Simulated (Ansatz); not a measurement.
Recipe of this trial structure of SiO2: sheets of the NiO2 type stacked, one a cell (R-3m, No. 166) (elements of the layers in order: SiO2 (NiO2 type)). A sheet's type names the database crystal that the layer was cut from.

```
Si O
1.0
     1.30619    0.75413    4.38198
    -1.30619    0.75413    4.38198
     0.00000   -1.50826    4.38198
Si O
1 2
Direct
  0.00000 0.00000 0.00000
  0.40073 0.40073 0.40073
  0.59927 0.59927 0.59927
```

Method: DFT PBE+D3(BJ), scalar-relativistic, plane waves, PAW in Ansatz 0.2.0. Cutoff 420 eV, Gaussian smearing, Γ-centred meshes. Cell and atoms relax first on a coarse mesh and then on a converged one. In between, the cell is made exact in the group found at 0.06 Å. The steps can't lower the symmetry of their start. No spin polarisation.

A guess keeps its type if space group and coordination stay and the shape of the cell changes little (axis ratios within about 15 %, angles within 6°); the volume may change.

Problem. Does it keep its structure type, or change into something else?

Solution. It keeps its type. The symmetry stays R-3m (No. 166). The volume per atom grows by 18.2 %, from 8.6 to 10.2 Å³. The shortest distance goes from 1.75 Å (Si–O) to 1.80 Å (Si–O). The ratio c/a of the conventional cell changes by a factor of 1.09. Counting neighbours within 15 % of an atom's shortest distance, the start has O 3, Si 6 and the end O 3, Si 6.

The last run used a 12×12×12 mesh for its 3-atom cell and Gaussian smearing of 0.02 eV. A later test with randomly moved atoms led to a structure 10 meV/atom lower, so this end is a saddle point or a shallow minimum.
